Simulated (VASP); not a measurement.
Here is a VASP 6.6.1 calculation.

Contents of INCAR:

```
SYSTEM = GaAs
ALGO     = Normal         ! electronic algorithm
EDIFF    = 1E-7           ! SCF threshold, eV
ENCUT    = 520            ! plane-wave cutoff, eV
GGA      = PE             ! functional
ISIF     = 2              ! what is computed and relaxed
ISMEAR   = 0              ! smearing method
LASPH    = .TRUE.         ! aspherical terms in the spheres
LCHARG   = .FALSE.        ! write CHGCAR
LREAL    = .FALSE.        ! projectors in reciprocal space
LWAVE    = .FALSE.        ! write WAVECAR
NBANDS   = 16             ! bands
NELM     = 80             ! most SCF steps
PREC     = Accurate       ! precision mode
SIGMA    = 0.02           ! smearing width, eV
```

File KPOINTS:

```
k-points
0
G
  2 2 2
  0 0 0
```

The input POSCAR:

```
GaAs                                    
1.0
    0.0000000000      3.1218739665      3.1218739665
    3.1218739665      0.0000000000      3.1218739665
    3.1218739665      3.1218739665     -0.0000000000
  Ga              As            
     1     1
Direct
     0.0000000000000000    0.0000000000000000    0.0000000000000000
     0.2500000000000000    0.2500000000000000    0.2500000000000000
```

Potentials or basis: VASP PAW PBE potentials, release 64 (Ga_d, As).

Run with:

```sh
$ cat potpaw_PBE.64/Ga_d/POTCAR potpaw_PBE.64/As/POTCAR > POTCAR
$ mpirun -np 1 vasp_std > vasp.out
```

(1) Estimate the band gap on the k mesh.

(2) Predict the pressure.

Answers

(1) none (metal or under the smearing width).

(2) -1.9 GPa.

Caveat: the k mesh is coarse (spacing up to 0.87 Å⁻¹), so the values aren't converged.
